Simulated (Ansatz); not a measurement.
## Rock-salt NaBr

Level of theory: RPBE (plane waves, PAW; Ansatz, a program for electronic structure).

Settings: plane-wave cutoff 520 eV, 10×10×10 k mesh, Fermi–Dirac smearing 0.01 eV, scalar-relativistic PAW data made under PBE.

Cell (relaxed at this level):

```xyz
2
Lattice="0.0000 3.0973 3.0973 3.0973 0.0000 3.0973 3.0973 3.0973 0.0000" Properties=species:S:1:pos:R:3 pbc="T T T"
Na     0.0000     0.0000     0.0000
Br     3.0973     3.0973     3.0973
```

```
Item                                                   Value
------------------------------------------  ----------------
bulk modulus B0                                     16.0 GPa
band gap                                    4.16 eV (direct)
width of the whole s-p valence band                 12.53 eV
pressure derivative B′ of the bulk modulus               4.5
```

Measured, for comparison: band gap 7.1 eV (temperature not stated, no zero-point or thermal correction; as tabulated in Aguado et al. (1998), arXiv:cond-mat/9809176); bulk modulus 22.6 GPa (4 K, zero-point motion not removed; as tabulated in Doll and Stoll (1998), arXiv:cond-mat/9801031). Computed (rounded) less measured: bulk modulus -29 %.

Note: the cell is over a tenth larger than the published one: the level's own overestimate first of all, though another phase or state, or a fault of the published cell, is possible.

Spin–orbit coupling is not included.

The computed numbers hold no vibrational or temperature effects.

It cost about 22 core-seconds (a rough figure) of CPU time.
